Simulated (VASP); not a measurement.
TaC, 2 atoms in the cell. It takes space group Fm-3m (No. 225, cubic). Conventional cell: a = 4.448 Å, b = 4.448 Å, c = 4.448 Å, α = 90.00°, β = 90.00°, γ = 90.00°. Around Ta (site symmetry m-3m) lie 6 C at 2.22 Å. Around C (site symmetry m-3m) lie 6 Ta at 2.22 Å. 

| Property | Result |
| --- | --- |
| Program | VASP 6.6.1 |
| Task | relaxation of cell and atoms |
| Functional | PBE |
| Dispersion | D3(BJ) |
| Potentials or basis | VASP PAW PBE potentials, release 64 (Ta_pv, C) |
| Cutoff | 520 eV |
| k mesh | 16 × 16 × 16 |
| Occupations | gaussian, width 0.1 eV |
| Spin | no spin polarisation |
| Further INCAR settings | ALGO = Normal; EDIFF = 1e-07; IBRION = 2; EDIFFG = -0.002; NSW = 80; ISIF = 3 |

Potentials or basis: VASP PAW PBE potentials, release 64 (Ta_pv, C).

The run is started by

```bash
$ cat potpaw_PBE.64/Ta_pv/POTCAR potpaw_PBE.64/C/POTCAR > POTCAR
$ mpirun -np 1 vasp_std > vasp.out
```

Hardware: 1 thread of Intel(R) Xeon(R) 6975P-C (Granite Rapids), with other jobs on the host.

Problem. Estimate the wall time of this run.

Solution. Wall time 11 s on 1 thread of Intel(R) Xeon(R) 6975P-C (Granite Rapids), with other jobs on the host, peak memory 0.18 GiB. Counts: scf iterations 14, k points 145, ion steps 1.
